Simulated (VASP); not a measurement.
# Ge: restarted molecular dynamics, 2 variants

Ge, Cmce (no. 64), 16 atoms in the cell. PBE, molecular dynamics; PAW potentials Ge (PBE set).

| Restart from | Temperature at the end (K) | The same without a restart (K) | Potential energy at the end (eV/atom) | The same without a restart (eV/atom) | Electronic steps in the first step after the restart | Time (s) |
|---|---|---|---|---|---|---|
| CONTCAR with velocities, WAVECAR read | 462.0 | 462.0 | -4.11705 | -4.11705 | 4 | 524 |
| CONTCAR with velocities, no WAVECAR | 462.0 | 462.0 | -4.11705 | -4.11705 | 13 | 711 |

Limits: 180 fs of 16 atoms are too short for converged averages.

## Input of the first row

INCAR.step1:
```
  GGA = PE
  PREC = Normal
  ENCUT = 200
  EDIFF = 1E-6
  NELMIN = 4
  NELM = 60
  ALGO = Fast
  LREAL = Auto
  LASPH = True
  ISMEAR = -1
  SIGMA = 0.05
  ISYM = 0
  LWAVE = True
  LCHARG = False
  IBRION = 0
  NSW = 30
  POTIM = 3.0
  TEBEG = 600
  ISIF = 2
  RANDOM_SEED = 81864 0 0
  MDALGO = 2
  SMASS = -3
  KPAR = 2
```

INCAR.step2, as INCAR.step1 but for:
```
- LWAVE = True
+ LWAVE = False
```

KPOINTS:
```
k-points
0
Monkhorst-Pack
  2 2 2
```

POSCAR.step1:
```
Ge
1.0
    8.6736389600      0.0000000000      0.0000000000
    0.0000000000      5.9972253600      0.0000000000
    0.0000000000      0.0000000000      5.7504647400
Ge
16
Direct
    0.5000000000      0.3324046000      0.6579973700
    0.5000000000      0.6675954000      0.3420026300
    0.5000000000      0.1675954000      0.1579973700
    0.5000000000      0.8324046000      0.8420026300
    0.2079936500      0.0000000000      0.0000000000
    0.7079936500      0.0000000000      0.5000000000
    0.7920063500      0.0000000000      0.0000000000
    0.2920063500      0.0000000000      0.5000000000
    0.0000000000      0.8324046000      0.6579973700
    0.0000000000      0.1675954000      0.3420026300
    0.0000000000      0.6675954000      0.1579973700
    0.0000000000      0.3324046000      0.8420026300
    0.7079936500      0.5000000000      0.0000000000
    0.2079936500      0.5000000000      0.5000000000
    0.2920063500      0.5000000000      0.0000000000
    0.7920063500      0.5000000000      0.5000000000
```

Commands (each step's output is kept before the next begins):
```
cat potpaw_PBE.64/Ge/POTCAR > POTCAR
cp INCAR.step1 INCAR
cp POSCAR.step1 POSCAR
mpirun -np 2 vasp_std > vasp.out
cp CONTCAR POSCAR
cp INCAR.step2 INCAR
mpirun -np 2 vasp_std > vasp.out
```

Changes of the last row against the first:
```
(step 1)
- LWAVE = True
+ LWAVE = False
```

VASP 6.6.1 took 524 s on 2 cores (Intel Xeon Platinum 8259CL @ 2.50GHz (Skylake/Cascade Lake)), a shared host.
